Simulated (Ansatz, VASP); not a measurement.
## C in VASP and in Ansatz

INCAR

```
PREC     = Accurate       # precision mode
ENCUT    = 520            # plane-wave cutoff, eV
EDIFF    = 1E-6           # SCF threshold, eV
ISMEAR   = -1             # smearing method
SIGMA    = 0.05           # smearing width, eV
LREAL    = F              # projectors in reciprocal space
LASPH    = T              # aspherical terms in the spheres
NELM     = 100            # most SCF steps
ALGO     = Normal         # electronic algorithm
ISIF     = 2              # what is computed and relaxed
LWAVE    = F              # write WAVECAR
LCHARG   = F              # write CHGCAR
GGA      = B5             # functional
ALDAX    = 1.0          
AGGAX    = 1.0          
AGGAC    = 1.0          
ALDAC    = 0.0          
NBANDS   = 11             # bands
```

KPOINTS

```
Automatic mesh
0
Gamma
  13 13 13
```

The input POSCAR:

```
C
1.0
    0.0000000000      1.7987273401      1.7987273401
    1.7987273401      0.0000000000      1.7987273401
    1.7987273401      1.7987273401      0.0000000000
C
2
Direct
    0.5000000000      0.5000000000      0.5000000000
    0.7500000000      0.7500000000      0.7500000000
```

Input for Ansatz:

```yaml
crystal:
  lattice:
    - [0.0, 1.7987273401, 1.7987273401]
    - [1.7987273401, 0.0, 1.7987273401]
    - [1.7987273401, 1.7987273401, 0.0]
  atoms:
    - { symbol: C, position: [0.5, 0.5, 0.5] }
    - { symbol: C, position: [0.75, 0.75, 0.75] }
hamiltonian:
  xc: blyp
  pseudopotentials:
    kind: paw
    azcp:
      C: "pseudopotentials/C.paw.azcp"
basis:
  ecutwfc: 420
  fft_grid_basis: typed
kpoints:
  mp_grid: { grid: [13, 13, 13], shift: [0, 0, 0] }
magnetization:
  spin_polarized: false
scf:
  occupations: { method: fermi_dirac, width: 0.05 }
  lower_state_search: "off"
output:
  stress: true
```

Alike in both runs: task single point; functional BLYP; k mesh 13 × 13 × 13; occupations fermi-dirac, width 0.05 eV; no spin polarisation.

|  | VASP | Ansatz |
| --- | --- | --- |
| version | VASP 6.6.1 | Ansatz 0.2.0 |
| potentials or method | VASP PAW PBE potentials, release 64 (C) | plane waves (420 eV) with PAW, scalar-relativistic |
| plane-wave cutoff (eV) | 520 | 420 |
| valence electrons in the cell | 8 | 8 |

|  | VASP | Ansatz | Ansatz less VASP |
| --- | --- | --- | --- |
| pressure (GPa) | 0.7 | 0.0 | -0.67 |

Caveats: the PAW data sets were made with another functional, which shifts forces and pressure a little (VASP).
